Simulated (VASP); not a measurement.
# InSb3 (Fm-3m) in VASP: further runs, part 2 of 2

VASP 6.6.1. Earlier steps stand in the parts before.

### 4 Single point, PBE

This run uses another cell than the first one, of 27.25 Å³/atom, 1.052 times its volume.

INCAR reads:

```
SYSTEM = InSb3
ALGO = Normal
EDIFF = 1E-7
ENCUT = 520
GGA = PE
ISIF = 2
ISMEAR = 0
LASPH = .True.
LCHARG = .False.
LREAL = .False.
LWAVE = .False.
NBANDS = 22
NELM = 80
PREC = Accurate
SIGMA = 0.1
```

KPOINTS reads:

```
k-points
0
Gamma
  10 10 10
  0 0 0
```

POSCAR reads:

```
InSb3
1.0
    0.0000000000      3.7912450007      3.7912450007
    3.7912450007      0.0000000000      3.7912450007
    3.7912450007      3.7912450007      0.0000000000
In Sb
1 3
Direct
    0.0000000000      0.0000000000      0.0000000000
    0.2500000000      0.2500000000      0.2500000000
    0.7500000000      0.7500000000      0.7500000000
    0.5000000000      0.5000000000      0.5000000000
```

Potentials or basis: VASP PAW PBE potentials, release 64 (In_d, Sb).

Launch:

```sh
cat potpaw_PBE.64/In_d/POTCAR potpaw_PBE.64/Sb/POTCAR > POTCAR
mpirun -np 1 vasp_std > vasp.out
```

OUTCAR:

```text
SYSTEM = InSb3
   EDIFF = 1E-7
   ENCUT = 520
   GGA = PE
   ISIF = 2
   ISMEAR = 0
   LASPH = .True.
   LREAL = .False.
   NELM = 80
   PREC = Accurate

 ion  position               nearest neighbor table
   1  0.000  0.000  0.000-   3 3.28   3 3.28   3 3.28   2 3.28   3 3.28   2 3.28   2 3.28   2 3.28
                             4 3.79   4 3.79   4 3.79   4 3.79   4 3.79   4 3.79
   2  0.250  0.250  0.250-   1 3.28   1 3.28   1 3.28   1 3.28   4 3.28   4 3.28   4 3.28   4 3.28

   3  0.750  0.750  0.750-   4 3.28   4 3.28   4 3.28   1 3.28   4 3.28   1 3.28   1 3.28   1 3.28

   4  0.500  0.500  0.500-   2 3.28   2 3.28   2 3.28   2 3.28   3 3.28   3 3.28   3 3.28   3 3.28
                             1 3.79   1 3.79   1 3.79   1 3.79   1 3.79   1 3.79

  LATTYP: Found a face centered cubic cell.
 ALAT       =     7.5824900014

  Lattice vectors:

 A1 = (   0.0000000000,   3.7912450007,   3.7912450007)
 A2 = (   3.7912450007,   0.0000000000,   3.7912450007)
 A3 = (   3.7912450007,   3.7912450007,   0.0000000000)

Analysis of symmetry for initial positions (statically):
=====================================================================
 Subroutine PRICEL returns:
 Original cell was already a primitive cell.

 Routine SETGRP: Setting up the symmetry group for a
 face centered cubic supercell.

 Subroutine GETGRP returns: Found 48 space group operations
 (whereof 48 operations were pure point group operations)
 out of a pool of 48 trial point group operations.

The static configuration has the point symmetry O_h .

Analysis of symmetry for dynamics (positions and initial velocities):
=====================================================================
 Subroutine PRICEL returns:
 Original cell was already a primitive cell.

 Routine SETGRP: Setting up the symmetry group for a
 face centered cubic supercell.

 Subroutine GETGRP returns: Found 48 space group operations
 (whereof 48 operations were pure point group operations)
 out of a pool of 48 trial point group operations.

The dynamic configuration has the point symmetry O_h .

 Subroutine INISYM returns: Found 48 space group operations
 (whereof 48 operations are pure point group operations),
 and found     1 'primitive' translations

----------------------------------------------------------------------------------------

                                     Primitive cell

  volume of cell :     108.9872

  direct lattice vectors                    reciprocal lattice vectors
     0.000000000  3.791245001  3.791245001    -0.131882798  0.131882798  0.131882798
     3.791245001  0.000000000  3.791245001     0.131882798 -0.131882798  0.131882798
     3.791245001  3.791245001  0.000000000     0.131882798  0.131882798 -0.131882798

  length of vectors
     5.361630098  5.361630098  5.361630098     0.228427707  0.228427707  0.228427707

  position of ions in fractional coordinates (direct lattice)
     0.000000000  0.000000000  0.000000000
     0.250000000  0.250000000  0.250000000
     0.750000000  0.750000000  0.750000000
     0.500000000  0.500000000  0.500000000

  ion indices of the primitive-cell ions
   primitive index   ion index
                 1           1
[... 26 lines left out ...]
 ===========================================

 Found     47 irreducible k-points:

 Following reciprocal coordinates:
            Coordinates               Weight
  0.000000  0.000000  0.000000      1.000000
  0.100000  0.000000  0.000000      8.000000
  0.200000  0.000000  0.000000      8.000000
  0.300000  0.000000  0.000000      8.000000
  0.400000  0.000000  0.000000      8.000000
  0.500000  0.000000  0.000000      4.000000
[... 16 lines left out ...]
  0.300000  0.300000  0.000000      6.000000
  0.400000  0.300000  0.000000     24.000000
 [... further k-points ...]
   k-points           NKPTS =     47   k-points in BZ     NKDIM =     47   number of bands    NBANDS=     22
   number of dos      NEDOS =    301   number of ions     NIONS =      4
   total plane-waves  NPLWV =  64000
   dimension x,y,z NGX =    40 NGY =   40 NGZ =   40
   dimension x,y,z NGXF=    80 NGYF=   80 NGZF=   80
   ions per type =               1   3
   NGX,Y,Z   is equivalent  to a cutoff of  12.40, 12.40, 12.40 a.u.
   NGXF,Y,Z  is equivalent  to a cutoff of  24.81, 24.81, 24.81 a.u.
 SYSTEM =  InSb3
   PREC   = accura    normal or accurate (medium, high low for compatibility)
   ISTART =      0    job   : 0-new  1-cont  2-samecut
   ICHARG =      2    charge: 1-file 2-atom 10-const
   ISPIN  =      1    spin polarized calculation?
   LNONCOLLINEAR =      F non collinear calculations
   LSORBIT =      F    spin-orbit coupling
   LASPH  =      T    aspherical Exc in radial PAW
   ENCUT  =  520.0 eV  38.22 Ry    6.18 a.u.   9.97  9.97  9.97*2*pi/ulx,y,z
   NELM   =     80;   NELMIN=  2; NELMDL= -5     # of ELM steps
   EDIFF  = 0.1E-06   stopping-criterion for ELM
   LREAL  =      F    real-space projection
   EDIFFG = 0.1E-05   stopping-criterion for IOM
   NSW    =      0    number of steps for IOM
   IBRION =     -1    ionic relax: 0-MD 1-quasi-New 2-CG
   NFREE  =      0    steps in history (QN), initial steepest desc. (CG)
   ISIF   =      2    stress and relaxation
   ISYM   =      2    0-nonsym 1-usesym 2-fastsym
   POTIM  = 0.5000    time-step for ionic-motion
   TEBEG  =    0.0;   TEEND  =   0.0 temperature during run
   PSTRESS=    0.0 pullay stress
   NELECT =      28.0000    total number of electrons
   NUPDOWN=      -1.0000    fix difference up-down
   EMIN   =  10.00;   EMAX   =-10.00  energy-range for DOS
   EFERMI =   0.00;   METHOD = LEGACY
   ISMEAR =     0;   SIGMA  =   0.10  broadening in eV -4-tet -1-fermi 0-gaus
   EFERMI_NEDOS =   21; number of points for ismear=-14 and -15
   IALGO  =     38    algorithm
   IMIX   =      4    mixing-type and parameters
     AMIX     =   0.40;   BMIX     =  1.00
     AMIX_MAG =   1.60;   BMIX_MAG =  1.00
  volume/ion in A,a.u.               =      27.25       183.87
  Fermi-wavevector in a.u.,A,eV,Ry     =   1.040724  1.966684 14.736564  1.083107
  Thomas-Fermi vector in A             =   2.175313
   LORBIT       =      0    0 simple, 1 ext, 2 COOP (PROOUT), +10 PAW based schemes
   GGA     = PE    functional components
   LHFCALC =     F    Hartree Fock is set to
   AEXX    =    0.0000 exact exchange contribution
   IVDW    =     0    specifies the selected vdW correction
   LEPSILON=     F    determine dielectric tensor
   LRPA    =     F    only Hartree local field effects (RPA)
 non-spin polarized calculation
 Gauss-broadening in eV      SIGMA  =   0.10
  energy-cutoff  :      520.00
  volume of cell :      108.99
 maximum number of plane-waves:      2954
   NGX = 19   NGY = 19   NGZ = 19

 number of electron      27.9999990 magnetization

 Free energy of the ion-electron system (eV)
  ---------------------------------------------------
  ext. energy  EPLUGINS =         0.00000000
  ---------------------------------------------------
  free energy    TOTEN  =       -14.30735044 eV

  energy without entropy =      -14.29733388  energy(sigma->0) =      -14.30234216

 E-fermi :   7.9928     XC(G=0): -10.1501

 val. band max:        7.9377789731   @ k =   0.4000   0.2000   0.1000
 cond. band min:       8.0251685954   @ k =   0.3000   0.2000   0.1000
 fundamental gap:      0.0873896223
 Fermi energy:         7.9928338520

 k-point     1 :       0.0000    0.0000    0.0000
  band No.  band energies     occupation
      1      -6.5046      2.00000
      2      -6.5046      2.00000
      3      -6.5046      2.00000
      4      -6.4730      2.00000
      5      -6.4730      2.00000
      6      -4.2461      2.00000
[... 589 lines left out ...]
     21      12.4453      0.00000
     22      12.8372      0.00000

 [... further k-points ...]

------------------------ aborting loop because EDIFF is reached ----------------------------------------

  FORCE on cell =-STRESS in cart. coord.  units (eV):
  Direction    XX          YY          ZZ          XY          YZ          ZX
  --------------------------------------------------------------------------------------
  -------------------------------------------------------------------------------------
  Total       -0.0664016     -0.0664016     -0.0664016      0.0000000      0.0000000      0.0000000
  in kB       -0.9761426     -0.9761426     -0.9761426      0.0000000      0.0000000      0.0000000
  external PRESSURE =      -0.9761426 kB  Pullay stress =       0.0000000 kB

 VOLUME and BASIS-vectors are now :
 -----------------------------------------------------------------------------
  energy-cutoff  :      520.00
  volume of cell :      108.99
      direct lattice vectors                 reciprocal lattice vectors
     0.000000000  3.791245001  3.791245001    -0.131882798  0.131882798  0.131882798
     3.791245001  0.000000000  3.791245001     0.131882798 -0.131882798  0.131882798
     3.791245001  3.791245001  0.000000000     0.131882798  0.131882798 -0.131882798

 POSITION                                       TOTAL-FORCE (eV/Angst)
 -----------------------------------------------------------------------------------
      0.00000      0.00000      0.00000        -0.000000     -0.000000     -0.000000
      1.89562      1.89562      1.89562         0.000000      0.000000     -0.000000
      5.68687      5.68687      5.68687        -0.000000     -0.000000      0.000000
      3.79125      3.79125      3.79125        -0.000000     -0.000000     -0.000000
 -----------------------------------------------------------------------------------
    total drift:                               -0.000000      0.000000      0.000000

  FREE ENERGIE OF THE ION-ELECTRON SYSTEM (eV)
  ---------------------------------------------------
  free  energy   TOTEN  =       -14.3073504375 eV

  energy  without entropy=      -14.2973338845  energy(sigma->0) =      -14.30234216
```

Run time: 39 s. Hardware: 1 thread of Intel Xeon 6975P-C (Granite Rapids), shared host; peak memory 0.29 GiB.

Results:

```yaml
Free_energy: -14.3074 eV
Pressure: -0.1 GPa
Band_gap_on_the_k_mesh: none (metal or under the smearing width)
```

Spin-orbit coupling is left out, which matters for the levels of Sb.

### 5 Summary

| task | cell | cutoff (eV) | gap on the mesh (eV) | pressure (GPa) |
| --- | --- | --- | --- | --- |
| single point | relaxed again under DFT PBE, scalar-relativistic, plane waves, PAW | 520 | none | -0.1 |
| relaxation of cell and atoms | relaxed | 600 | - | 0.0 |
| single point | Fm-3m, 27.25 Å³/atom | 520 | none | -0.1 |

Alike in all rows: level PBE; potentials or basis VASP PAW PBE potentials, release 64 (In_d, Sb); no spin polarisation; k mesh 10 × 10 × 10; smearing gaussian 0.1 eV.

Caveats: the bands computed are all filled at some k points, so no gap is given (some runs).

Absolute energies hang on the potentials; compare differences alone.
